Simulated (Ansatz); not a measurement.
A crystal relaxed with r2SCAN in Ansatz 0.2.0 has space group F-43m (No. 216) and a = 5.908 Å.

```
atom  site       x       y       z
  Xx    4a  0.0000  0.0000  0.0000
   P    4d  0.2500  0.2500  0.7500
```

With r2SCAN the gap is 1.03 eV and direct, at Γ. The HSE06 gap is direct at Γ: 1.36 eV. With PBE the gap is 0.59 eV and direct, at Γ. Meshes: r2SCAN 8×8×8, HSE06 6×6×6, PBE 8×8×8. r2SCAN's ε∞ is 9.7 in all directions.

Question: Which element is Xx?
A. Ga
B. Al
C. Tl
D. In

Answer: D. Xx is In: a 2-atom cell of InP started from a crystallographic database. In is surrounded by 4 P at 2.56 Å; P is surrounded by 4 In at 2.56 Å.

Calculated for a static, non-magnetic cell.

Spin-orbit coupling is left out, which matters wherever the heavy atoms make up the band edges.

The meshes of the hybrids are coarse, so their gaps aren't converged to the digits shown.
